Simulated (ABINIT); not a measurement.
A run of ABINIT 10.8.3 (patched build) is set up as follows.

File run.abi:

```
# Pseudopotentials
pp_dirpath "./"
pseudos "Au.GGA_PBE-JTH.xml"

# Structure
acell 3*1.0
rprim
     0.0000000000     3.8455926636     3.8455926636
     3.8455926636     0.0000000000     3.8455926636
     3.8455926636     3.8455926636     0.0000000000
ntypat 1
znucl 79
natom 1
typat 1
xred
     0.0000000000     0.0000000000     0.0000000000

# Plane-wave basis
ecut 20.0
pawecutdg 40.0
pawxcdev 0

# k points
kptopt 1
ngkpt 11 11 11
nshiftk 1
shiftk 0.0 0.0 0.0

# Exchange and correlation
ixc -116133

# Bands and occupations
nband 10
occopt 3
tsmear 0.00183747

# SCF cycle
nstep 100
tolvrs 1.0e-9

# Output
iomode 3
prtwf 0
prtden 0
prteig 0
prtebands 0
enunit 2
```

Potentials or basis: JTH PAW PBE v2.0.

The run is started by

```console
$ abinit run.abi > log 2>&1
```

(1) Predict the band gap on the k mesh.

(2) What does it give for the pressure?

Results:

(1) none (metal or under the smearing width).

(2) 2.1 GPa.

Caveat: the PAW data sets were made with another functional, which shifts forces and pressure a little.
